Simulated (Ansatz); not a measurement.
# Tc: levels along high-symmetry lines

```
Tc
1.0
     2.74000    0.00000    0.00000
    -1.37000    2.37291    0.00000
     0.00000    0.00000    4.39800
Tc
2
Direct
  0.33333 0.66667 0.25000
  0.66667 0.33333 0.75000
```

Atom numbers follow the list: Tc1, Tc2.

The cell is COD entry 1541062, as deposited and not checked against the literature; nothing was relaxed.

These are results of DFT, PBE, all-electron LAPW, scalar-relativistic (Ansatz 0.2.0), not measurements.

Sampling and basis: a Γ-centred 17×17×9 k mesh, Fermi–Dirac smearing of 0.08 eV, basis error target 1 meV/atom, no spin polarisation.

Points in fractions of the reciprocal vectors of this cell: Γ (0, 0, 0), M (0.5, 0, 0), K (0.333, 0.333, 0), A (0, 0, 0.5), L (0.5, 0, 0.5), H (0.333, 0.333, 0.5). The path joins them by straight lines in the order Γ–M–K–Γ–A–L–H–A–L; legs that retrace an earlier one aren't tabulated. Energies are in eV from the Fermi level.

**Question.** List the levels at M between -14 and 8 eV.

**Answer.** -5.36, -4.72, -4.59, -1.89, -1.14, -0.92, -0.50, 2.95, 3.33, 3.37, 5.33, 7.13.

**Question.** List the levels at H between -14 and 8 eV.

**Answer.** -3.83 (×2), -3.27 (×2), -1.77 (×2), -0.09 (×2), 2.62 (×2).

**Question.** List the levels at L between -14 and 8 eV.

**Answer.** -5.31 (×2), -3.69 (×2), 0.14 (×2), 1.43 (×2), 3.20 (×2), 4.38 (×2).

**Question.** What is the band gap?

**Answer.** none: bands cross the Fermi level, a metal.
